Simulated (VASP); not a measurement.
A run of VASP 6.6.1:

The input INCAR:

```
PREC = Accurate
ENCUT = 600
EDIFF = 1E-7
ISMEAR = 1
SIGMA = 0.1
LREAL = F
LASPH = T
NELM = 80
ALGO = Normal
ISIF = 3
LWAVE = F
LCHARG = F
GGA = PS
IBRION = 2
NSW = 90
EDIFFG = -0.005
KPAR = 2
```

KPOINTS

```
regular mesh
0
Gamma
  14 14 8
```

File POSCAR:

```
CuO                                     
1.0
    2.0918410348     -1.9911451174      0.1624998545
    2.0918410348      1.9911451174      0.1624998545
   -0.3904575932      0.0000000000      5.0940461735
  Cu              O             
     2     2
Direct
     1.0000000000000000    0.5000000000000000    0.0000000000000000
     0.5000000000000000    0.0000000000000000    0.5000000000000000
     0.4999003959206853    0.5000996040793146    0.2500000000000000
     0.5000996040793146    0.4999003959206853    0.7500000000000000
```

Potentials or basis: VASP PAW PBE potentials, release 64 (Cu, O).

Run with:

```sh
$ cat potpaw_PBE.64/Cu/POTCAR potpaw_PBE.64/O/POTCAR > POTCAR
$ mpirun -np 2 vasp_std > vasp.out
```

Hardware: 2 MPI ranks on Intel(R) Xeon(R) Platinum 8559C (Emerald Rapids) (shared host).

How long does it take, and how much memory?

Run time: 10 min on 2 MPI ranks on Intel(R) Xeon(R) Platinum 8559C (Emerald Rapids), with other jobs on the host, peak memory 0.49 GiB a rank. Counts: scf iterations 107, k points 429, ion steps 13.
